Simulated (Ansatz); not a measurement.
**Symmetry broken, then relaxed in TiC**

The calculation used DFT PBEsol, scalar-relativistic, plane waves, PAW (Ansatz 0.2.0). Settings: plane waves to 420 eV, k-mesh 12×12×8 (Γ-centred), Gaussian smearing 0.15 eV. No spin polarisation. Energies are free energies at this smearing, counted from the undisturbed cell; pressure is positive in compression.

The starting cell (relaxed at this level):

```
CELL_PARAMETERS angstrom
0.00000 -2.14669 -2.14669
0.00000 2.14669 -2.14669
4.29337 0.00000 0.00000
ATOMIC_POSITIONS crystal
Ti 0.50000 0.50000 0.50000
Ti 0.00000 0.00000 0.00000
C 0.50000 0.50000 0.00000
C 0.00000 0.00000 0.50000
```

The atoms are displaced (Å, in the unstrained cell):

| atom | ux | uy | uz |
| --- | --- | --- | --- |
| Ti1 | 0.240 | 0.192 | 0.273 |
| Ti2 | -0.423 | -0.114 | 0.125 |
| C3 | -0.055 | -0.324 | -0.420 |
| C4 | 0.238 | 0.247 | 0.023 |

The cell is strained by (0.0106, 0.0034, -0.0042, -0.0244, 0.0053, -0.0132) (xx, yy, zz, yz, xz, xy; engineering shear). Cell and atoms are then relaxed.

**Question.** Does the relaxation return to the undisturbed structure?

**Answer.** Yes (up to a choice of domain or origin): same space group and volume, and an energy 0.0 meV/atom from it. The disturbance itself cost 2007.2 meV/atom. The final space group reads Fm-3m (tolerance 0.05 Å) and the volume changes by -0.01 %.

Final structure:

```
Ti C
1.0
     0.00000   -2.14677   -2.14677
     0.00000    2.14679   -2.14679
     4.29256   -0.00001    0.00001
Ti C
2 2
Direct
  0.50000 0.50000 0.50000
  0.00000 0.00000 0.00000
  0.50000 0.50000 0.00000
  0.00000 0.00000 0.50000
```

The relaxation, step by step (energy from the first step; small jumps at an unchanged geometry come where the plane waves are selected anew for the new cell):

```csv
step,ΔE (meV/atom),largest force component (eV/Å),pressure (GPa)
1,0.0,16.861,68.03
2,-1206.7,9.354,30.53
3,-1821.6,3.069,7.85
4,-2006.3,0.100,-1.99
5,-2007.1,0.005,-0.71
6,-2007.3,0.001,0.00
7,-2007.2,0.001,-0.06
8,-2007.2,0.000,0.00
9,-2007.2,0.000,0.00
```

Frames along the relaxation (Å, eV/Å):

```xyz
4
Lattice="0.008 -2.128 -2.112 -0.020 2.180 -2.164 4.339 -0.028 0.011" Properties=species:S:1:pos:R:3:forces:R:3 pbc="T T T" step=1
Ti    2.406    0.200   -1.862   -5.229   -2.586   -3.811
Ti   -0.426   -0.114    0.124   16.861   -0.120   -7.719
C    -0.061   -0.293   -2.553    2.062    1.285    9.541
C     2.408    0.231    0.026  -13.693    1.421    1.989
4
Lattice="0.019 -2.098 -2.102 -0.019 2.220 -2.225 4.283 -0.039 0.000" Properties=species:S:1:pos:R:3:forces:R:3 pbc="T T T" step=2
Ti    2.239    0.131   -1.977   -2.714   -1.140   -2.539
Ti   -0.267   -0.046    0.119    9.354    0.514   -4.343
C    -0.015   -0.111   -2.453    0.603    1.358    5.894
C     2.327    0.109   -0.017   -7.242   -0.732    0.988
4
Lattice="-0.018 -2.118 -2.136 0.008 2.179 -2.198 4.273 0.025 0.011" Properties=species:S:1:pos:R:3:forces:R:3 pbc="T T T" step=3
Ti    2.114    0.070   -2.063    0.001   -0.242   -1.504
Ti   -0.114    0.015    0.088    3.020   -0.210   -1.969
C    -0.008   -0.014   -2.315    0.048    0.464    2.619
C     2.271    0.015   -0.033   -3.069   -0.012    0.853
4
Lattice="-0.004 -2.147 -2.150 0.001 2.154 -2.157 4.305 0.005 0.004" Properties=species:S:1:pos:R:3:forces:R:3 pbc="T T T" step=4
Ti    2.150    0.010   -2.157    0.007   -0.070    0.100
Ti   -0.001    0.000    0.000    0.024   -0.011    0.004
C    -0.002    0.003   -2.152    0.005    0.013   -0.029
C     2.154   -0.001    0.006   -0.036    0.068   -0.075
4
Lattice="0.000 -2.149 -2.148 0.000 2.149 -2.149 4.297 0.000 0.000" Properties=species:S:1:pos:R:3:forces:R:3 pbc="T T T" step=5
Ti    2.148    0.000   -2.148   -0.001    0.001   -0.002
Ti    0.000    0.000    0.000   -0.002    0.003   -0.002
C     0.000    0.001   -2.149    0.005   -0.003    0.005
C     2.149    0.000    0.000   -0.002    0.000   -0.001
4
Lattice="0.000 -2.147 -2.147 0.000 2.147 -2.147 4.293 0.000 0.000" Properties=species:S:1:pos:R:3:forces:R:3 pbc="T T T" step=6
Ti    2.146    0.000   -2.147    0.001    0.000    0.001
Ti    0.000    0.000    0.000   -0.001    0.000   -0.001
C     0.000    0.000   -2.147    0.000    0.001    0.000
C     2.147    0.000    0.000    0.000    0.000    0.000
4
Lattice="0.000 -2.147 -2.147 0.000 2.147 -2.147 4.293 0.000 0.000" Properties=species:S:1:pos:R:3:forces:R:3 pbc="T T T" step=7
Ti    2.146    0.000   -2.147    0.001    0.000    0.001
Ti    0.000    0.000    0.000   -0.001    0.000   -0.001
C     0.000    0.000   -2.147    0.000    0.001    0.000
C     2.147    0.000    0.000    0.000    0.000    0.000
4
Lattice="0.000 -2.147 -2.147 0.000 2.147 -2.147 4.293 0.000 0.000" Properties=species:S:1:pos:R:3:forces:R:3 pbc="T T T" step=8
Ti    2.146    0.000   -2.147    0.000    0.000    0.000
Ti    0.000    0.000    0.000    0.000    0.000    0.000
C     0.000    0.000   -2.147    0.000    0.000    0.000
C     2.146    0.000    0.000    0.000    0.000    0.000
4
Lattice="0.000 -2.147 -2.147 0.000 2.147 -2.147 4.293 0.000 0.000" Properties=species:S:1:pos:R:3:forces:R:3 pbc="T T T" step=9
Ti    2.146    0.000   -2.147    0.000    0.000    0.000
Ti    0.000    0.000    0.000    0.000    0.000    0.000
C     0.000    0.000   -2.147    0.000    0.000    0.000
C     2.146    0.000    0.000    0.000    0.000    0.000
```